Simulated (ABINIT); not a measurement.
Set up this calculation in ABINIT 10.8.3 (patched build), as an ASE script.

```yaml
Task: equation of state
Functional: PBE
Potentials_or_basis: JTH PAW PBE v2.0
Cutoff: 626 eV
k_mesh: 10 × 10 × 10
Occupations: fermi-dirac, width 0.05 eV
Spin: no spin polarisation
Fine-grid_cutoff: 1224.51 eV
```

CdO (Monteponite):

```
Cd O
1.0
     0.00000    2.34950    2.34950
     2.34950    0.00000    2.34950
     2.34950    2.34950    0.00000
Cd O
1 1
Direct
  0.00000 0.00000 0.00000
  0.50000 0.50000 0.50000
```

The input as run:

run.py

```python
import json, os
import numpy as np
from ase.eos import EquationOfState
from ase.units import GPa
from ase.calculators.abinit import Abinit, AbinitProfile
from ase import Atoms

atoms = Atoms(['Cd', 'O'],
              cell=[[0.0, 2.3495, 2.3495], [2.3495, 0.0, 2.3495], [2.3495, 2.3495, 0.0]],
              scaled_positions=[[0.0, 0.0, 0.0], [0.5, 0.5, 0.5]],
              pbc=True)

profile = AbinitProfile(command='abinit', pp_paths=[os.path.abspath('pseudos')])
params = dict(
    pps='pawxml', xc='PBE',
    ecut=625.8619,
    pawecutdg=1224.5124,
    pawxcdev=0,
    kptopt=1,
    ngkpt=[10, 10, 10],
    nshiftk=1,
    shiftk=[0.0, 0.0, 0.0],
    ixc=11,
    nband=13,
    occopt=3,
    tsmear=0.05,
    nstep=100,
    tolvrs=1e-09,
    prtwf=0,
    prtden=0,
)

cell0 = atoms.cell.copy()
volumes, energies = [], []
for i, x in enumerate([0.94, 0.96, 0.98, 1.0, 1.02, 1.04, 1.06]):
    atoms.set_cell(cell0 * x ** (1 / 3), scale_atoms=True)
    atoms.calc = Abinit(profile=profile, directory=f'v{i}', **params)
    volumes.append(atoms.get_volume() / len(atoms))
    energies.append(atoms.get_potential_energy(force_consistent=True) / len(atoms))
    print(f'{x:5.2f} {volumes[-1]:10.5f} A^3/atom {energies[-1]:14.6f} eV/atom', flush=True)
    json.dump(dict(volumes=volumes, energies=energies), open('results.json', 'w'))
v0, e0, b0 = EquationOfState(volumes, energies, eos='vinet').fit()
print(f'V0 {v0:.4f} A^3/atom  E0 {e0:.6f} eV/atom  B0 {b0 / GPa:.2f} GPa')
```

Potentials or basis: JTH PAW PBE v2.0.

Run with:

```sh
$ python run.py
```

It gave:

```
Equilibrium volume                      : 13.55 Å³/atom
Bulk modulus                            : 124 GPa
Pressure derivative of the bulk modulus : 5.0
```

Caveat: pressures at fixed basis lie under the slope of the energies; the log and the count of SCF iterations are those of the last ABINIT call alone.

Wall time 2.2 min on 1 thread of Arm Neoverse V2, with other jobs on the host, peak memory 0.12 GiB.
